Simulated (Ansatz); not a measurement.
# Hf (Fm-3m) in Ansatz: a series of runs

One crystal, Hf, is run at these levels: PBEsol; tasks: band structure.

All numbers are computed with Ansatz 0.2.0; they aren't measurements. Logs are shortened: lines on timing, memory, paths and dates and some standing lists are left out, and cuts for length are marked.

## (1) The structure

The structure is cubic, space group Fm-3m (No. 225). Conventional cell: a = 4.440 Å, b = 4.440 Å, c = 4.440 Å, α = 90.00°, β = 90.00°, γ = 90.00°. Hf (site symmetry m-3m) is surrounded by 12 Hf at 3.14 Å.

This isn't the form of Hf at room conditions, which is hcp.

## (2) Band structure, PBEsol

The input, input.yaml:

```yaml
crystal:
  lattice:
    - [0.0, 2.22, 2.22]
    - [2.22, 0.0, 2.22]
    - [2.22, 2.22, 0.0]
  atoms:
    - { symbol: Hf, position: [0.0, 0.0, 0.0] }
kpoints:
  mp_grid: { grid: [10, 10, 10] }
  band_path:
    path:
      - [0.0, 0.0, 0.0]
      - [0.5, 0.0, 0.5]
      - [0.5, 0.25, 0.75]
      - [0.375, 0.375, 0.75]
      - [0.0, 0.0, 0.0]
      - [0.5, 0.5, 0.5]
      - [0.625, 0.25, 0.625]
      - [0.5, 0.25, 0.75]
    npoints: 6
scf:
  occupations: { method: fermi_dirac, width: 0.05 }
hamiltonian:
  xc: pbesol
  pseudopotentials: { kind: all_electron, lapw: { basis_error: 0.001 } }
output:
  forces: true
  stress: true
  eigenvalues: true
```

Potentials or basis: all-electron LAPW, scalar-relativistic.

The run is started by

```
$ ansatz run input.yaml --threads 1 --pin off --max-ram 3072MiB --backend cpu --events-out ev --progress --plain --runs-dir out
```

The log of the run:

```text
Warning: RAYON_NUM_THREADS=1 ignored (pool sized by the plan → 1); use --threads N
LAPW: plane waves up to 7.445 Å⁻¹, error target 1.0e-3 eV per atom; small_component_spin mean_spin; Hf in spheres of 1.570 Å, 36 of its electrons in bands, Dirac shells [] (how accurate: hamiltonian.pseudopotentials.lapw.basis_error, Limitations)
Engine: ansatz 0.2.0, x86_64-unknown-linux-gnu
Pseudopotentials: kind: all_electron
Pseudopotential: Hf, LAPW, valence charge 36, lapw/all_electron/scalar/gaussian/Hf, Koelling and Harmon's equation, gaussian nucleus
Functional definition: PBEsol
  exchange = pbesol_x
  correlation = pbesol_c
Crystal: 1 atoms, lattice volume = 21.882 Å³
Basis set: ecut = 211.20023824921012 eV, 169 PW (Γ), exchange–correlation at level 2
Bands: 22, of which v1, the nominal top of the filled ones, is band 18 counted from 1 (17 counted from 0)
Symmetry: 48 space group operations
Space group: Fm-3m (ITA 225), of the structure as read, at distance tolerance 2.8e-5 Å
k-points: 47 of 1000
Non-local potential: Hf, projectors of the file, none
Initial density: superposition of atomic densities (chi_scale 0.1, normalization cell)
Initial wavefunctions: plane waves of lowest kinetic energy (no species holds an atomic orbital)
Functional: x = pbesol(κ = 0.804, μ = 0.12345679012345678), c = pbesol(β = 0.046)
iter 1 solved again at ethr=1.45e-4 eV; its pass at ethr=1.00e-1 eV (dr2=5.21e-2 eV) is discarded
SCF iter   1: F=—  HF=-410126.978315 eV  |F-HF|=—  |Δ(HF+E_count)|=         —  Δρ=1.85e-2  dr2=5.25e-2  ethr=1.45e-4  ⟨swp⟩=2.9  Hψ=6588  notcnv=0
preconditioner: auto → Kerker (q_TF=auto, 2.964 Å⁻¹)  [metal: Δε(μ)=0.031 eV  Ē_g=17.925 eV  σ=0.050 eV  W_gap=0.15  n_scr=14 (ndim 8)  ℏωp=38.9 eV  f_vac=0.000  D(μ)=1.44/eV (n_scr^D=14)]
SCF iter   2: F=—  HF=-410126.888681 eV  |F-HF|=—  |Δ(HF+E_count)|=   8.96e-2  Δρ=1.03e-2  dr2=1.85e-2  ethr=1.45e-4  ⟨swp⟩=2.0  Hψ=3289  notcnv=0
SCF iter   3: F=—  HF=-410126.873200 eV  |F-HF|=—  |Δ(HF+E_count)|=   1.55e-2  Δρ=7.66e-3  dr2=1.11e-2  ethr=5.13e-5  ⟨swp⟩=2.0  Hψ=3111  notcnv=0
SCF iter   4: F=—  HF=-410126.868069 eV  |F-HF|=—  |Δ(HF+E_count)|=   5.13e-3  Δρ=4.13e-3  dr2=3.80e-3  ethr=3.07e-5  ⟨swp⟩=2.0  Hψ=3102  notcnv=0
SCF iter   5: F=—  HF=-410126.868460 eV  |F-HF|=—  |Δ(HF+E_count)|=   3.91e-4  Δρ=1.15e-3  dr2=3.86e-4  ethr=1.06e-5  ⟨swp⟩=2.0  Hψ=3038  notcnv=0
iter 6 solved again at ethr=6.19e-8 eV; its pass at ethr=1.07e-6 eV (dr2=2.23e-5 eV) is discarded
SCF iter   6: F=—  HF=-410126.868501 eV  |F-HF|=—  |Δ(HF+E_count)|=   4.05e-5  Δρ=3.30e-4  dr2=2.23e-5  ethr=6.19e-8  ⟨swp⟩=2.0  Hψ=5235  notcnv=0
SCF iter   7: F=—  HF=-410126.868500 eV  |F-HF|=—  |Δ(HF+E_count)|=   1.12e-6  Δρ=7.39e-5  dr2=1.13e-6  ethr=6.19e-8  ⟨swp⟩=2.0  Hψ=3111  notcnv=0
SCF iter   8: F=-410126.868500 eV  HF=-410126.868500 eV  |F-HF|=1.89e-8  |Δ(HF+E_count)|=   1.38e-7  Δρ=1.16e-5  dr2=2.95e-8  ethr=3.14e-9  ⟨swp⟩=2.0  Hψ=3111  notcnv=0
SCF 1 converged in 8 iterations: F = -410126.868500 eV  dr2 = 2.95e-8
NSCF: frozen V_eff on 43 k-points
SCF converged after 8 iterations
Free energy (F): -410126.868500 eV
Harris-Foulkes:  -410126.868500 eV  (|F-HF|=1.89e-8)
Internal energy: -410126.857533 eV  (E = F + TS)
E sigma→0 (E₀):  -410126.863016 eV
Entropy (-TS):   -0.010967 eV (-10.967 meV/atom)
Fermi energy:    20.391981 eV
--- Per-component energies (eV) ---
  E_band       = -1749.486700
  E_kinetic    = 456301.681088
  E_xc         = -8290.766364
  E_electrostatic = -858137.772257  (all electrons and nuclei)
  E_smearing   = -0.010967  (= −TS)
  E_closure    = 0.000000  (closes the sum)
  E_atoms      = -410119.037880  (free atoms, spherical and without spin; not in F)
  Σ components = -410126.868500   (vs F -410126.868500, Δ=0.00e0)
  Basis errors (estimates in eV, not in F): energy 2.2e-4 per atom: plane waves 1.7e-4 (8.9e-5 summed), levels above the bands 4.0e-75, relativity 3.4e-8, radial functions 4.5e-5, core shells 1.7e-7; eigenvalues (radial functions only) 7.2e-7; not estimated: angular momenta, meshes, grids; target (lapw.basis_error) 1.0e-3; muffin-tin radii Hf 1.570 Å
--- Forces (eV/Å), atoms counted from 1 ---
  atom   1  Hf    -0.00000000    -0.00000000    -0.00000000
  max |Σ_I F_I| component: 3.12e-31 eV/Å
--- Stress (GPa, compression-positive) ---
       -1.657208      -0.000000       0.000000
       -0.000000      -1.657208       0.000000
        0.000000       0.000000      -1.657208
  P = ⅓ Tr σ = -1.6572 GPa (-16.572 kbar)
--- Band table (eV; the first three rows and the last of 47) ---
  k-point 0: bands = ["-180.4913", "-180.4913", "-180.4779", "-180.4779", "-180.4779", "-41.2503", "-9.4980", "-9.4980", "-9.4980", "8.7774", "8.7995", "8.7995", "8.7995", "8.8782", "8.8782", "8.8782", "13.0938", "21.7683", "21.7683", "21.7683", "24.6301", "24.6301"]
  k-point 1: bands = ["-180.4913", "-180.4913", "-180.4779", "-180.4779", "-180.4779", "-41.2437", "-9.5877", "-9.5093", "-9.5093", "8.7825", "8.7984", "8.8036", "8.8036", "8.8709", "8.8709", "8.8785", "13.4485", "21.4311", "21.9334", "21.9334", "24.4613", "24.4613"]
  k-point 2: bands = ["-180.4913", "-180.4913", "-180.4779", "-180.4779", "-180.4779", "-41.2265", "-9.8166", "-9.5388", "-9.5388", "8.7867", "8.8055", "8.8136", "8.8136", "8.8532", "8.8532", "8.8793", "14.4074", "20.7663", "22.1710", "22.1710", "24.3809", "24.3809"]
  k-point 46: bands = ["-180.4913", "-180.4913", "-180.4779", "-180.4779", "-180.4779", "-41.1581", "-10.1527", "-9.9957", "-9.8264", "8.8078", "8.8140", "8.8157", "8.8318", "8.8356", "8.8368", "8.8638", "18.3160", "19.3630", "20.6980", "23.2886", "27.4931", "29.6351"]
```

Wall time 19 s (1 thread of AMD EPYC 7R43 (Zen 3), shared host); peak memory 0.3 GiB.

Results:

```yaml
Free_energy: -410126.8685 eV
Pressure: -1.7 GPa
Band_gap_along_the_path: none (metal or under the smearing width)
```

Levels at the corners of the path, in eV from the Fermi level:
```
point  band 16  band 17  band 18  band 19  band 20  band 21
    Γ   -11.51    -7.30     1.38     1.38     1.38     4.24
    X   -11.53    -3.37    -2.23     2.65     6.44     7.09
    W   -11.53    -1.86    -0.41    -0.41     2.51     7.10
    K   -11.53    -2.31    -1.48     0.88     4.04     6.06
    Γ   -11.51    -7.30     1.38     1.38     1.38     4.24
    L   -11.51    -3.72     0.66     1.14     1.14     6.44
    U   -11.53    -2.31    -1.48     0.88     4.04     6.06
    W   -11.53    -1.86    -0.41    -0.41     2.51     7.10
```

Caveat: spin-orbit coupling is left out, which moves the levels of the heavy elements.

## (3) Band structure, PBEsol

input.yaml, as its differences from that of step 2:

```diff
@@ -24,3 +24,6 @@
   xc: pbesol
-  pseudopotentials: { kind: all_electron, lapw: { basis_error: 0.001 } }
+  pseudopotentials:
+    kind: all_electron
+    lapw: { basis_error: 0.001 }
+    relativity: none
 output:
```

Potentials or basis: all-electron LAPW, non-relativistic.

The run is started by

```
$ ansatz run input.yaml --threads 1 --pin off --max-ram 3072MiB --backend cpu --events-out ev --progress --plain --runs-dir out
```

Run time: 13 s. Hardware: 1 thread of AMD EPYC 7R43 (Zen 3), shared host; peak memory 0.29 GiB.

The run converged. Its results:

- Free energy: -389703.7665 eV
- Pressure: 2.1 GPa
- Band gap along the path: none (metal or under the smearing width)

Levels at the corners of the path, in eV from the Fermi level:
```tsv
point	band 15	band 16	band 17	band 18	band 19	band 20	band 21	band 22
Γ	-17.09	-17.09	-5.43	0.94	0.94	0.94	3.70	3.70
X	-17.11	-17.09	-3.33	-2.55	3.58	5.82	6.44	6.44
W	-17.11	-17.09	-1.97	-0.42	-0.42	2.65	6.45	10.07
K	-17.11	-17.09	-2.38	-1.52	1.14	3.65	5.46	8.24
Γ	-17.09	-17.09	-5.43	0.94	0.94	0.94	3.70	3.70
L	-17.10	-17.08	-3.11	0.73	0.73	1.51	5.82	5.82
U	-17.11	-17.09	-2.38	-1.52	1.14	3.65	5.46	8.24
W	-17.11	-17.09	-1.97	-0.42	-0.42	2.65	6.45	10.07
```

Caveat: relativity is left out, which matters for the heavier elements; spin-orbit coupling is left out, which moves the levels of the heavy elements.
